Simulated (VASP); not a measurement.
Here is a VASP 6.6.1 calculation.

INCAR

```
PREC = Accurate ; ENCUT = 520
EDIFF = 1E-7 ; ISMEAR = 0
SIGMA = 0.05 ; LREAL = False
LASPH = True ; NELM = 60
ALGO = Normal ; ISIF = 2
LWAVE = False ; LCHARG = False
LDIPOL = True ; IDIPOL = 3
DIPOL = 0.5 0.5 0.500 ; GGA = PE
IVDW = 13 ; IBRION = 2
NSW = 60 ; EDIFFG = -0.02
```

File KPOINTS:

```
regular mesh
0
Gamma
  11 11 1
```

File POSCAR:

```
Re
1.0
    2.7930717857      0.0000000000      0.0000000000
   -1.3965358928      2.4188711210      0.0000000000
    0.0000000000      0.0000000000     24.1221342532
Re
5
Selective dynamics
Direct
    0.6666666667      0.3333333333      0.3109177621  F F F
    0.3333333333      0.6666666667      0.4054588811  F F F
    0.0000000000      0.0000000000      0.5000000000  T T T
    0.6666666667      0.3333333333      0.5945411189  T T T
    0.3333333333      0.6666666667      0.6890822379  T T T
```

Potentials or basis: VASP PAW PBE potentials, release 64 (Re).

Launch:

```bash
$ cat potpaw_PBE.64/Re/POTCAR > POTCAR
$ mpirun -np 1 vasp_std > vasp.out
```

Task: What does it give for the dispersion energy per atom?

Result: -0.562 eV.

Task: Predict the energy gained by relaxing.

Result: 35.8 meV/atom.

Step by step:
```tsv
step	energy change (eV)	largest force (eV/Å)	pressure (GPa)
1	0.0000	1.6667	-11.60
2	-0.1334	1.6413	-10.27
3	-0.1387	1.6477	-9.86
4	-0.1387	1.6477	-9.91
5	-0.1459	1.6339	-9.72
6	-0.1623	1.5998	-9.14
7	-0.1717	1.6018	-7.86
8	-0.1773	1.5521	-7.53
9	-0.1781	1.5263	-7.34
10	-0.1789	1.5466	-7.49
11	-0.1789	1.5490	-7.49
12	-0.1790	1.5522	-7.50
13	-0.1790	1.5534	-7.51
14	-0.1791	1.5472	-7.53
15	-0.1792	1.5299	-7.60
```

Caveat: the bands computed are all filled at some k points, so no gap is given. Spin-orbit coupling is left out, which matters for the levels of Re.
